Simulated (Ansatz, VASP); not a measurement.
## One calculation of CdS, two programs

The input INCAR:

```
SYSTEM = CdS
PREC = Accurate ; ENCUT = 520
EDIFF = 1E-7 ; ISMEAR = 0
SIGMA = 0.02 ; LREAL = .False.
LASPH = .True. ; NELM = 100
ALGO = Normal ; ISIF = 2
LWAVE = .False. ; LCHARG = .False.
NBANDS = 16
```

The input KPOINTS:

```
Automatic mesh
0
Gamma
  8 8 8
  0 0 0
```

POSCAR

```
CdS
1.0
    0.0000000000      3.0295137000      3.0295137000
    3.0295137000      0.0000000000      3.0295137000
    3.0295137000      3.0295137000      0.0000000000
Cd S
1 1
Direct
    0.0000000000      0.0000000000      0.0000000000
    0.7500000000      0.7500000000      0.7500000000
```

Input for Ansatz:

```yaml
crystal:
  lattice:
    - [0.0, 3.0295137, 3.0295137]
    - [3.0295137, 0.0, 3.0295137]
    - [3.0295137, 3.0295137, 0.0]
  atoms:
    - { symbol: Cd, position: [0.0, 0.0, 0.0] }
    - { symbol: S, position: [0.75, 0.75, 0.75] }
basis:
  ecutwfc: 420
kpoints:
  mp_grid: { grid: [8, 8, 8] }
hamiltonian:
  xc: lda
scf:
  occupations: { method: gaussian, width: 0.02 }
output:
  forces: true
  stress: true
  eigenvalues: true
  populations: true
```

Alike in both runs: task single point; functional LDA; k mesh 8 × 8 × 8; occupations gaussian, width 0.02 eV; no spin polarisation.

|  | VASP | Ansatz |
| --- | --- | --- |
| version | VASP 6.6.1 | Ansatz 0.2.0 |
| potentials or method | VASP PAW LDA potentials, release 64 (Cd, S) | scalar-relativistic, plane waves, PAW |
| plane-wave cutoff (eV) | 520 | 420 |
| valence electrons in the cell | 18 | 26 |

|  | VASP | Ansatz | Ansatz less VASP |
| --- | --- | --- | --- |
| gap on the k mesh at the Fermi level (eV) | 0.64 | 0.62 | -0.024 |
| least direct gap on the mesh (eV) | 0.64 | 0.62 | -0.024 |
| pressure (GPa) | -7.1 | -7.3 | -0.28 |

The two sets of potentials don't hold the same shells in valence.
